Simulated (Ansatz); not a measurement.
BaF2:
```xyz
3
Lattice="0.0000 3.0689 3.0689 3.0689 0.0000 3.0689 3.0689 3.0689 0.0000" Properties=species:S:1:pos:R:3 pbc="T T T"
Ba     0.0000     0.0000     0.0000
F      1.5344     1.5344     1.5344
F      4.6033     4.6033     4.6033
```

Relaxed with PBEsol.

Problem. Give the optical modes at the zone centre with their infrared activity from DFPT, PBEsol in the plane-wave PAW code Ansatz.

Solution. Transverse frequencies, without the LO–TO term; a row sums one degenerate level.

```json
[
 {"ω (cm⁻¹)": "180", "degeneracy": "3", "IR ((D/Å)²/amu)": "15.99", "activity": "IR", "symmetry": "T1u"},
 {"ω (cm⁻¹)": "241", "degeneracy": "3", "IR ((D/Å)²/amu)": "0.00", "activity": "IR-inactive", "symmetry": "T2g"}
]
```

Problem. How high does the top mode go among those that the LO–TO term moves?

Solution. 337 cm⁻¹ for q along x.

Space group Fm-3m (fluorite). The PBEsol relaxation kept the symmetry of its start; of distortions, only those at the zone centre were tested. Spin–orbit coupling is left out wherever it is not named.

Potentials: the later of the program's two PAW sets.
